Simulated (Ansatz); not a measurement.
The system is PbS.

```
CELL_PARAMETERS angstrom
3.65366 0.00000 0.00000
0.00000 3.65366 0.00000
0.00000 0.00000 3.65366
ATOMIC_POSITIONS crystal
Pb 0.00000 0.00000 0.00000
S 0.50000 0.50000 0.50000
```

Measurements of this composition are mostly on another form, of space group No. 225.

```yaml
Program: Ansatz 0.2.0
Task: relaxation of cell and atoms
Functional: HSE03
Potentials_or_basis: Ansatz PAW
Cutoff: "420 eV (not typed: the program's choice for these potentials)"
k_mesh: 4 × 4 × 4
Occupations: fermi-dirac, width 0.05 eV
Spin: no spin polarisation
```

At the start: volume 24.39 Å³/atom.

Q: How do energy, volume and symmetry change on relaxing?

A: It ends after 5 steps and the volume is 23.48 Å³/atom (-3.7 %); space group Pm-3m (No. 221, to 0.05 Å).

Step by step:
| step | energy change (eV) | largest force (eV/Å) | volume (Å³) |
| --- | --- | --- | --- |
| 1 | 0.0000 | 0.0000 | 48.77 |
| 2 | -0.0119 | 0.0000 | 46.54 |
| 3 | -0.0126 | 0.0000 | 47.01 |
| 4 | -0.0126 | 0.0000 | 46.95 |
| 5 | -0.0124 | 0.0000 | 46.95 |

Final structure:
```xyz
2
Lattice="3.6076 0.0000 0.0000 0.0000 3.6076 0.0000 0.0000 0.0000 3.6076" Properties=species:S:1:pos:R:3 pbc="T T T"
Pb    0.0000    0.0000    0.0000
S     1.8038    1.8038    1.8038
```

Caveat: the k mesh is coarse (spacing up to 0.43 Å⁻¹), so the values aren't converged, least of all with exact exchange; the plane-wave basis is chosen anew once the cell has moved, so the energies of steps on either side of that aren't comparable; the PAW data sets come from PBE, with cores solved anew for the run's functional, which leaves a small shift of forces and pressure.
